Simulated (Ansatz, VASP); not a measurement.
**Cross-check of InSe between VASP and Ansatz**

One calculation is typed for both programs; each brings its own data sets. How far apart do they land? The structure shown is the start of the Ansatz relaxation below; VASP solves that cell, so the two are compared at the walk's first step.

Calculated with Ansatz 0.2.0; plane waves, with VASP 6.6.1 beside it; single point at PBE.

## (1) The structure

The cell holds 4 atoms: 2 In and 2 Se. Cell: a = 6.963 Å, b = 4.020 Å, c = 34.062 Å, α = 90.0°, β = 90.0°, γ = 30.0°. Vacuum lies along c. The height across the vacuum is the one that the program set for its solve, not the one typed.

## (2) Ansatz: relaxation, PBE

Ansatz runs on its default PAW (the set named soft_2) files.

The two programs are compared at the cell with which this relaxation starts, whose forces are those of its first step.

input.yaml reads:

```yaml
crystal:
  lattice:
    - [6.96341682, 0.0, 0.0]
    - [3.48170841, 2.01016529, 0.0]
    - [0.0, 0.0, 20.7757]
  atoms:
    - { symbol: In, position: [0.66666667, 0.0, 0.43990464] }
    - { symbol: In, position: [0.66666667, 0.0, 0.56009536] }
    - { symbol: Se, position: [0.0, 0.0, 0.37651637] }
    - { symbol: Se, position: [0.0, 0.0, 0.62348363] }
  periodic: [true, true, false]
kpoints:
  mp_grid: { grid: [13, 13, 1] }
scf:
  occupations: { method: fermi_dirac, width: 0.05 }
hamiltonian:
  xc: pbe
  pseudopotentials: { kind: paw }
output:
  forces: true
  stress: true
relax:
  f_tol: 0.02
  max_steps: 50
  cell: {}
```

Command:

```sh
ansatz run input.yaml --threads 4 --pin off --max-ram 8192MiB --backend cpu --events-out ev --progress --plain --runs-dir out
```

Numbers of over 12 decimals in the logs are rounded to 6 here.

Log:

```text
Warning: crystal.periodic: the lattice vector that does not repeat stood 0.000° off the slab's normal, 20.776 Å along it as the deck builds it. The run solves the slab on a vector along the normal, 34.062 Å long, with every atom where it was (on the deck's vector they left 15.64 Å outside them, and the widest stretch free of ions among them is 2.50 Å). A fractional position that the run reports is one of the run's ce [...]
crystal.periodic: the lattice vector that does not repeat stood 0.000° off the slab's normal, 20.776 Å along it as the deck builds it. The run solves the slab on a vector along the normal, 34.062 Å long, with every atom where it was (on the deck's vector they left 15.64 Å outside them, and the widest stretch free of ions among them is 2.50 Å). A fractional position that the run reports is one of the run's cell, which [...]
Engine: ansatz 0.2.0, x86_64-unknown-linux-gnu
Pseudopotentials: kind: paw
Pseudopotential: In, paw, valence charge 13, recommended cutoff 420 eV (normal), In.paw.azcp
Pseudopotential: Se, paw, valence charge 16, recommended cutoff 420 eV (normal), Se.paw.azcp
Functional definition: PBE
  parameter kappa = 0.804
  parameter beta = 0.066725
  exchange = pbe_x(kappa = kappa, mu = beta*pi^2/3)
  correlation = pbe_c(beta = beta)
Crystal: 4 atoms, lattice volume = 476.785 Å³
Basis set: ecut = 420 eV, 9365 PW (Γ), exchange–correlation on 96×54×480 points (8 copies of the dense FFT grid, shifted against one another)
Bands: 35, of which v1, the nominal top of the filled ones, is band 29 counted from 1 (28 counted from 0)
Symmetry: 12 space group operations
Space group: P-6m2 (ITA 187), of the structure as read, at distance tolerance 7.8e-5 Å
k-points: 21 of 169 (time reversal used)
Non-local potential: In, projectors of the file, l = 0: 2, l = 1: 2, l = 2: 2, l = 3: 2
Non-local potential: Se, projectors of the file, l = 0: 2, l = 1: 2, l = 2: 3, l = 3: 1
PAW form: soft (Blöchl's): semilocal exchange-correlation on the pseudo side does not see the compensation charge
PAW one-centre angular grid: In, 590 points (default); XC on 64 Gauss nodes
PAW one-centre angular grid: Se, 590 points (default); XC on 64 Gauss nodes
Initial density: superposition of atomic densities (neutral atoms: chi_scale 0, normalization atom), corrected by the library's trained network
Initial wavefunctions: pseudopotential atomic-orbital guess
Functional: x = pbe(κ = 0.804, μ = 0.219515), c = pbe(β = 0.066725)
SCF iter   1: F=—  HF=-22135.565511 eV  |F-HF|=—  |Δ(HF+E_count)|=         —  Δρ=1.05e-3  dr2=7.09e-3  ethr=1.77e-3  ⟨swp⟩=12.5  Hψ=4339  notcnv=0
preconditioner: auto → Resta (q_TF=auto, 1.920 Å⁻¹)  ε∞=1.6  [insulator: Δε(μ)=1.831 eV  Ē_g=13.975 eV  σ=0.050 eV  W_gap=1.00  n_scr=62 (ndim 8)  ℏωp=10.5 eV  f_vac=0.746  D(μ)=0.00/eV (n_scr^D=0)  ε∞_Penn≈1.6  vacuum switching on, ρ_ref=1.4e-2 e/Å³]
[...]
SCF iter   6: F=-22135.934617 eV  HF=-22135.934617 eV  |F-HF|=1.93e-8  |Δ(HF+E_count)|=   9.09e-7  Δρ=4.08e-6  dr2=1.37e-7  ethr=6.90e-10  ⟨swp⟩=6.2  Hψ=3193  notcnv=0
SCF 3 converged in 6 iterations: F = -22135.934617 eV  dr2 = 1.37e-7
relax step   3: F+E_penalty+E_count = -22135.93461734 eV  Δ(F+E_penalty+E_count) = -1.847e-2 eV  max|allowed force component| = 9.548e-2 eV/Å  Δτ_max = 0.0338 Å  P = +0.109 N/m  Ω = 487.113 Å³  energy of the carried Pulay correction = -4.717e-4 eV  fix = [c, alpha, beta]  reactions: c +0.000 N/m  (6 SCF iters, dr2 threshold 4.00e-7 eV, accepted)
[...]
relax step   4: F+E_penalty+E_count = -22135.93926941 eV  Δ(F+E_penalty+E_count) = -4.652e-3 eV  max|allowed force component| = 3.193e-2 eV/Å  Δτ_max = 0.0297 Å  P = +0.043 N/m  Ω = 490.633 Å³  energy of the carried Pulay correction = -6.286e-4 eV  fix = [c, alpha, beta]  reactions: c +0.000 N/m  (6 SCF iters, dr2 threshold 4.00e-7 eV, accepted)
[...]
relax step   5: F+E_penalty+E_count = -22135.93968073 eV  Δ(F+E_penalty+E_count) = -4.113e-4 eV  max|allowed force component| = 6.168e-4 eV/Å  Δτ_max = 0.0119 Å  P = -0.007 N/m  Ω = 492.070 Å³  energy of the carried Pulay correction = -6.921e-4 eV  fix = [c, alpha, beta]  reactions: c -0.000 N/m  (6 SCF iters, dr2 threshold 6.37e-8 eV, accepted)
[...]
relax step   6: F+E_penalty+E_count = -22135.94033853 eV  Δ(F+E_penalty+E_count) = -6.578e-4 eV  max|allowed force component| = 7.158e-4 eV/Å  Δτ_max = 0.0000 Å  P = -0.010 N/m  Ω = 492.070 Å³  fix = [c, alpha, beta]  reactions: c -0.000 N/m  stress off target by 1.00e-2 N/m on what of the cell is left free  SCF on the basis re-selected at this cell (its energy is not comparable with the rows above)  (8 SCF iters)
basis re-selected at this cell: Δ(F+E_penalty+E_count) = -6.578e-4 eV, ΔP = -0.003 N/m vs the last step (what re-selecting the basis moved, of the pressure what is left beyond the Pulay correction that the steps carried, after the strain that the cell walked since its last selection, with what the two solves' SCF thresholds leave and, on support functions, any second-order correction that the steps lacked; it is no measure of the basis error at this ecutwfc). The dense FFT grid was sized anew with the basis: this SCF ran on 48×30×240 points, the steps before it on 48×27×240, so part of this shift can come from that change (see relax.cell in the input reference). [rest of the remark cut]
SCF converged after 8 iterations
Free energy (F): -22135.940339 eV
Harris-Foulkes:  -22135.940339 eV  (|F-HF|=3.66e-9)
Internal energy: -22135.940338 eV  (E = F + TS)
E sigma→0 (E₀):  -22135.940338 eV
Entropy (-TS):   -0.000000 eV (-0.000 meV/atom)
Fermi energy:    -5.154175 eV
--- Per-component energies (eV) ---
  E_band       = -1634.556000
  E_kinetic    = 720.563951
  E_local      = -132756.149349  (includes V_loc(G=0)·N_el)
  E_nonlocal   = -457.011331
  E_hartree    = 65710.243255
  E_xc         = -637.617926
  E_vxc        = -392.963341  (∫ρ·V_xc dr)
  E_paw        = -12132.837464  (= ΣΔE_a)
  E_vpaw       = -169.481191  (= ΣTr[D̂ρ^β])
  E_aug_tail   = -0.001158  (compensation charges beyond the density's cutoff)
  E_ewald      = 57416.869683
  E_smearing   = -0.000000  (= −TS)
  E_closure    = -0.000000  (closes the sum)
  Σ components = -22135.940339   (vs F -22135.940339, Δ=0.00e0)
--- Forces (eV/Å), atoms counted from 1 ---
  atom   1  In     0.00000000    -0.00000000    -0.00071581
  atom   2  In     0.00000000    -0.00000000     0.00071581
  atom   3  Se     0.00000000     0.00000000     0.00055888
  atom   4  Se     0.00000000     0.00000000    -0.00055888
  max |Σ_I F_I| component: 4.48e-18 eV/Å
--- 2D stress c σ (N/m, compression-positive) ---
       -0.010048      -0.000000      -0.000000
       -0.000000      -0.010048      -0.000000
       -0.000000      -0.000000      -0.000000
  P = ½ c Tr σ = -0.0100 N/m
--- Relaxed structure (5 steps of the walk, 5 accepted, 1 SCFs on fresh bases) ---
  F+E_penalty+E_count = -22135.94033853 eV   max|allowed force component| = 7.158e-4 eV/Å   (the final SCF, on the basis selected at the relaxed cell)
  cell:  # Å, volume = 492.0696 Å³
    - [7.074155, -3.009862222995942e-16, 0]
    - [3.537077, 2.042133, 0]
    - [0, 0, 34.061835407164]
  atoms:
    - { symbol: In, position: [0.666667, 0, 0.263505] }
    - { symbol: In, position: [0.666667, 0, 0.346435757797] }
    - { symbol: Se, position: [3.236478549384977e-19, 0, 0.226077] }
    - { symbol: Se, position: [-3.236478549385008e-19, 0, 0.383864] }
```

## (3) VASP: single point, PBE, start cell

The same cell, functional, mesh and smearing now go to VASP, with its own data sets.

Lines of VASP's logs that name or quote its potential files are left out, and so is its time.

INCAR reads:

```
SYSTEM = InSe
PREC = Accurate
ENCUT = 400
EDIFF = 1E-06
NELM = 120
ISMEAR = -1
SIGMA = 0.05
LREAL = .FALSE.
ALGO = Normal
GGA = PE
NBANDS = 25
LORBIT = 11
LWAVE = .FALSE.
LCHARG = .FALSE.
ISIF = 2
LDIPOL = .TRUE.
IDIPOL = 3
DIPOL = 0.5 0.5 0.305
LVHAR = .TRUE.
LASPH = .TRUE.
GGA_COMPAT = .FALSE.
EFERMI = MIDGAP
NELMDL = -8
KPAR = 2
```

POSCAR reads:

```
InSe
1.0
    6.9634170000      0.0000000000      0.0000000000
    3.4817080000      2.0101650000      0.0000000000
    0.0000000000      0.0000000000     34.0618350000
In Se
2 2
Direct
    0.6666666667      0.0000000000      0.2683157557
    0.6666666667      0.0000000000      0.3416249594
    0.0000000000      0.0000000000      0.2296526596
    0.0000000000      0.0000000000      0.3802880555
```

KPOINTS reads:

```
Automatic mesh
0
Gamma
13 13 1
0 0 0
```

Potentials, in the order of the species: In_d and Se (PBE family, release 64).

Command:

```sh
mpirun -np 2 vasp_std
```

Log:

```text
[banner, memory and clock lines left out]
running    2 mpi-ranks, on    1 nodes
 distrk:  each k-point on    1 cores,    2 groups
 distr:  one band on    1 cores,    1 groups

 POSCAR found type information on POSCAR InSe
 POSCAR found :  2 types and       4 ions
 LDA part: xc-table for (Slater+PW92), standard interpolation
 POSCAR, INCAR and KPOINTS ok, starting setup
 FFT: planning ... GRIDC
 FFT: planning ... GRID_SOFT
 FFT: planning ... GRID
 WAVECAR not read
 entering main loop
       N       E                     dE             d eps       ncg     rms          rms(c)
DAV:   1     0.267158848558E+03    0.26716E+03   -0.13543E+04  1282   0.956E+02
DAV:   2     0.149919003476E+02   -0.25217E+03   -0.24914E+03  1272   0.270E+02
DAV:   3    -0.134623213606E+02   -0.28454E+02   -0.28288E+02  1377   0.113E+02
DAV:   4    -0.143034096802E+02   -0.84109E+00   -0.84019E+00  1237   0.248E+01
DAV:   5    -0.143371521279E+02   -0.33742E-01   -0.33740E-01  1738   0.420E+00
DAV:   6    -0.143377172377E+02   -0.56511E-03   -0.56511E-03  1625   0.492E-01
DAV:   7    -0.143377227070E+02   -0.54693E-05   -0.54695E-05  1612   0.448E-02
DAV:   8    -0.143377228605E+02   -0.15343E-06   -0.15356E-06  1121   0.800E-03    0.683E+00
DAV:   9    -0.138681013389E+02    0.46962E+00   -0.10510E+00  1416   0.161E+01    0.423E+00
DAV:  10    -0.138461457489E+02    0.21956E-01   -0.49314E-01  1526   0.489E+00    0.889E-01
DAV:  11    -0.138410383881E+02    0.51074E-02   -0.45473E-02  1607   0.252E+00    0.578E-01
DAV:  12    -0.138416884448E+02   -0.65006E-03   -0.71030E-03  1196   0.433E-01    0.137E-01
DAV:  13    -0.138416732388E+02    0.15206E-04   -0.64984E-04  1673   0.263E-01    0.761E-02
DAV:  14    -0.138417243079E+02   -0.51069E-04   -0.28398E-04  1207   0.828E-02    0.168E-02
[...]
DAV:  18    -0.138419314677E+02   -0.10853E-03   -0.13370E-05   984   0.112E-02    0.291E-03
DAV:  19    -0.138419619656E+02   -0.30498E-04   -0.15276E-06  1036   0.534E-03    0.161E-03
DAV:  20    -0.138419826880E+02   -0.20722E-04   -0.59882E-07   930   0.351E-03    0.855E-04
DAV:  21    -0.138419883448E+02   -0.56568E-05   -0.71648E-08   968   0.218E-03    0.745E-04
DAV:  22    -0.138419947744E+02   -0.64296E-05   -0.11553E-07   866   0.154E-03    0.304E-04
DAV:  23    -0.138419966761E+02   -0.19018E-05   -0.79523E-08   910   0.159E-03    0.180E-04
DAV:  24    -0.138419986154E+02   -0.19393E-05   -0.46061E-08   844   0.981E-04    0.159E-04
DAV:  25    -0.138419990216E+02   -0.40622E-06   -0.53803E-09   784   0.435E-04
   1 F= -.13841999E+02 E0= -.13841999E+02  d E =-.138778E-08
```

From OUTCAR (step 3):

```text
ion  position               nearest neighbor table
   1  0.667  0.000  0.268-   2 2.50   3 2.67   3 2.67   3 2.67
   2  0.667  0.000  0.342-   1 2.50   4 2.67   4 2.67   4 2.67
   3  0.000  0.000  0.230-   1 2.67   1 2.67   1 2.67
   4  0.000  0.000  0.380-   2 2.67   2 2.67   2 2.67

  LATTYP: Found a hexagonal cell.
 ALAT       =     4.0203309426
 C/A-ratio  =     8.4723958018

 Subroutine GETGRP returns: Found 12 space group operations
 (whereof  6 operations were pure point group operations)

The static configuration has the point symmetry C_3v.
 The point group associated with its full space group is D_3h.

 Found     21 irreducible k-points:

   k-points           NKPTS =     21   k-points in BZ     NKDIM =     21   number of bands    NBANDS=     25

   dimension x,y,z NGX =    48 NGY =   28 NGZ =  224
   dimension x,y,z NGXF=    96 NGYF=   56 NGZF=  448

   ENCUT  =  400.0 eV  29.40 Ry    5.42 a.u.  11.36  6.56 55.55*2*pi/ulx,y,z

   NELECT =      38.0000    total number of electrons

 k-points in reciprocal lattice and weights: Automatic mesh
   0.00000000  0.00000000  0.00000000       0.006
   0.07692308 -0.00000000  0.00000000       0.036
   0.15384615  0.00000000  0.00000000       0.036
   0.23076923 -0.00000000  0.00000000       0.036
   0.30769231  0.00000000  0.00000000       0.036
   0.38461538 -0.00000000  0.00000000       0.036
   0.46153846 -0.00000000  0.00000000       0.036
   0.00000000  0.07692308  0.00000000       0.036
   0.30769231  0.07692308  0.00000000       0.071
[...]
-0.15384615  0.23076923  0.00000000       0.036
   0.00000000  0.30769231  0.00000000       0.036

 dipolmoment           0.000000      0.000000      0.000008 electrons x Angstroem

 average (electrostatic) potential at core
       1-104.3643       2-104.3643       3 -61.0698       4 -61.0698

 E-fermi :  -2.7820

 k-point     1 :       0.0000    0.0000    0.0000
  band No.  band energies     occupation
    ...
     15      -4.1816      2.00000
     16      -4.1816      2.00000
     17      -4.0562      2.00000
     18      -4.0561      2.00000
     19      -3.8318      2.00000
     20      -1.9511      0.00000
     21      -0.7693      0.00000
     22       1.0077      0.00000
     23       1.0077      0.00000
     24       1.9087      0.00000
    ...

 k-point     2 :       0.0769   -0.0000    0.0000
  band No.  band energies     occupation
    ...
     15      -4.5500      2.00000
     16      -4.4054      2.00000
     17      -4.2594      2.00000
     18      -4.1198      2.00000
     19      -3.7848      2.00000
     20      -1.6059      0.00000
     21      -0.4463      0.00000
     22       0.6661      0.00000
     23       1.0630      0.00000
     24       1.9620      0.00000
    ...

 k-point     3 :       0.1538    0.0000    0.0000
  band No.  band energies     occupation
    ...
     15      -5.2568      2.00000
     16      -4.9876      2.00000
     17      -4.4612      2.00000
     18      -4.2868      2.00000
     19      -3.7771      2.00000
     20      -1.0337      0.00000
     21      -0.3016      0.00000
     22       0.5577      0.00000
     23       1.1768      0.00000
     24       1.8422      0.00000
    ...

  Total        0.7460201      0.7460198      6.8192387     -0.0000002      0.0000000     -0.0000000
  in kB        2.5069112      2.5069103     22.9152355     -0.0000006      0.0000000     -0.0000000
  external PRESSURE =       9.3096856 kB  Pullay stress =       0.0000000 kB

  energy-cutoff  :      400.00
  volume of cell :      476.78
      direct lattice vectors                 reciprocal lattice vectors
     6.963417000  0.000000000  0.000000000     0.143607657 -0.248735765  0.000000000
     3.481708000  2.010165000  0.000000000     0.000000000  0.497471601  0.000000000
     0.000000000  0.000000000 34.061835000     0.000000000  0.000000000  0.029358371

 POSITION                                       TOTAL-FORCE (eV/Angst)
 -----------------------------------------------------------------------------------
      4.64228      0.00000      9.13933         0.000000      0.000000     -2.661765
      4.64228      0.00000     11.63637         0.000000      0.000000      2.661765
      0.00000      0.00000      7.82239        -0.000000      0.000000     -0.043376
      0.00000      0.00000     12.95331        -0.000000     -0.000000      0.043376
 -----------------------------------------------------------------------------------
    total drift:                                0.000008      0.000010      0.000526

  FREE ENERGIE OF THE ION-ELECTRON SYSTEM (eV)
  ---------------------------------------------------
  free  energy   TOTEN  =       -13.8419990216 eV

  energy  without entropy=      -13.8419990202  energy(sigma->0) =      -13.84199902

 vacuum level on the upper side and lower side of the slab         2.283         2.283

 total charge
# of ion       s       p       d       tot
------------------------------------------
    1        0.879   0.725   9.886  11.490
    2        0.879   0.725   9.886  11.490
    3        1.471   2.329   0.021   3.821
    4        1.471   2.329   0.021   3.821
--------------------------------------------------
tot          4.700   6.109  19.814  30.623

[... 3 further parts left out ...]
```

## (4) Differences

Known differences besides the potentials themselves: Ansatz cuts the interaction across the vacuum, VASP repeats the sheet with a dipole correction; the data sets hold 58 valence electrons in Ansatz (on its default PAW (the set named soft_2) files) and 38 in VASP; the cutoff is 420 eV in Ansatz and 400 eV in VASP. Total energies have different zeros and are not compared.

Forces (eV/Å; atoms numbered as in POSCAR):

```tsv
atom	Ansatz x, y, z	VASP x, y, z
In1	0.000, 0.000, -2.668	0.000, 0.000, -2.662
In2	0.000, 0.000, 2.668	0.000, 0.000, 2.662
Se3	0.000, 0.000, -0.030	0.000, 0.000, -0.043
Se4	0.000, 0.000, 0.030	0.000, 0.000, 0.043
```

The forces differ by 5.9 meV/Å r.m.s., which is 0.5 % of the r.m.s. force of 1.087 eV/Å (both taken over all components). With vacuum in the cell, a pressure given here is an average over mostly empty space and none of the material.

## (5) Summary of results

| Quantity | Value |
| --- | --- |
| r.m.s. force difference (single point, PBE, start cell) | 0.55 % of the r.m.s. force |

**Reading.** The r.m.s. force difference is 0.55 % of the r.m.s. force (single point, PBE, start cell), within the 3 % picked in this series as the mark of a large difference. The data sets hold unlike numbers of valence electrons (58 in Ansatz and 38 in VASP), so part of the differences comes from the potentials. 1 further run of this series is not shown here. How closely two codes agree says nothing of how well the functional describes the real material.

[Lines on the potential files, build, host, timing and source positions are cut from VASP's logs without a mark.]

[Logs are printed without paths, hosts, clocks, repeated set-up lines and the standing remarks that a program may print on its own settings, such as how far it seeks lower states.]

[Hosts, paths, dates, database ids (printed as entryN), source tags and the programs' standing remarks are cut or masked in the printed files.]
